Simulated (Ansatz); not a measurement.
TiO₂: field gradients at two levels of theory

Cell: an entry of the Crystallography Open Database (COD) whose atoms were relaxed with PBE, the cell held.

Space group P4_2/mnm (No. 136); a = 4.5940, c = 2.9590 Å.

```
site  Wyckoff  site symmetry       x       y       z
  Ti       2a           m.mm  0.0000  0.0000  0.0000
   O       4f           m.2m  0.3043  0.3043  0.0000
```

One atom of each set is listed.

First run. Computed with Ansatz: DFT, PBE, plane waves and PAW, scalar-relativistic, 420 eV cutoff, Γ-centred 7×7×10 k-points, Fermi–Dirac smearing 0.02 eV.

| site | V_zz (10²¹ V/m²) | η |
| --- | --- | --- |
| Ti | -2.01 | 0.10 |
| O | 2.40 | 1.00 |

Second run. The same atoms and settings, except that the functional is PBEsol.

Q: Given the first result, estimate the second.

A: 

| site | V_zz | η | change of V_zz |
| --- | --- | --- | --- |
| Ti | -1.89 | 0.14 | +0.12 |
| O | 2.28 | 0.96 | -0.12 |

The largest change of V_zz is on Ti, from -2.01 to -1.89. In per cent, |V_zz| changes by -6 on Ti, -5 on O (all sites that start above 0.5).

For the first run: At this cell the principal stresses reach 5 GPa in size with PBE, which can matter for small gradients.
